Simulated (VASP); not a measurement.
Here is a VASP 6.6.1 calculation.

Contents of INCAR:

```
SYSTEM = Cl
PREC = Accurate
ENCUT = 600
EDIFF = 1E-7
ISMEAR = 0
SIGMA = 0.03
LREAL = .FALSE.
LASPH = .TRUE.
NELM = 80
ALGO = Normal
ISIF = 3
LWAVE = .FALSE.
LCHARG = .FALSE.
GGA = PE
IVDW = 12
IBRION = 2
NSW = 90
EDIFFG = -0.005
PSTRESS = 11.5
```

File KPOINTS:

```
Automatic mesh
0
G
  8 8 4
  0 0 0
```

The input POSCAR:

```
Cl                                      
1.0
    3.1023939909     -1.9877451268      0.0000000000
    3.1023939909      1.9877451268     -0.0000000000
    0.0000000000      0.0000000000      7.9416682909
  Cl            
     4
Direct
     0.8703840594229076    0.1296159405770922    0.1095384673170463
     0.6296159405770922    0.3703840594229079    0.6095384673170461
     0.1296159405770922    0.8703840594229076    0.8904615326829539
     0.3703840594229079    0.6296159405770922    0.3904615326829537
```

Potentials or basis: VASP PAW PBE potentials, release 64 (Cl).

Run with:

```sh
$ cat potpaw_PBE.64/Cl/POTCAR > POTCAR
$ mpirun -np 1 vasp_std > vasp.out
```

Q: What does it give for the relaxed volume?

A: 24.55 Å³/atom.

Q: Predict the band gap on the k mesh.

A: 2.30 eV, direct.

The path:
| step | energy change (eV) | largest force (eV/Å) | pressure (GPa) | volume (Å³) |
| --- | --- | --- | --- | --- |
| 1 | 0.0000 | 0.0014 | 1.17 | 97.95 |
| 2 | -0.0003 | 0.0039 | 1.15 | 97.99 |
| 3 | -0.0009 | 0.0119 | 1.12 | 98.08 |
| 4 | -0.0010 | 0.0111 | 1.12 | 98.08 |
| 5 | -0.0011 | 0.0088 | 1.13 | 98.11 |
| 6 | -0.0015 | 0.0043 | 1.13 | 98.15 |
| 7 | -0.0021 | 0.0054 | 1.14 | 98.24 |
| 8 | -0.0019 | 0.0027 | 1.14 | 98.21 |

Caveat: the cell is relaxed towards a set pressure, so the enthalpy falls and the energy may rise. A k mesh can miss the band edges.
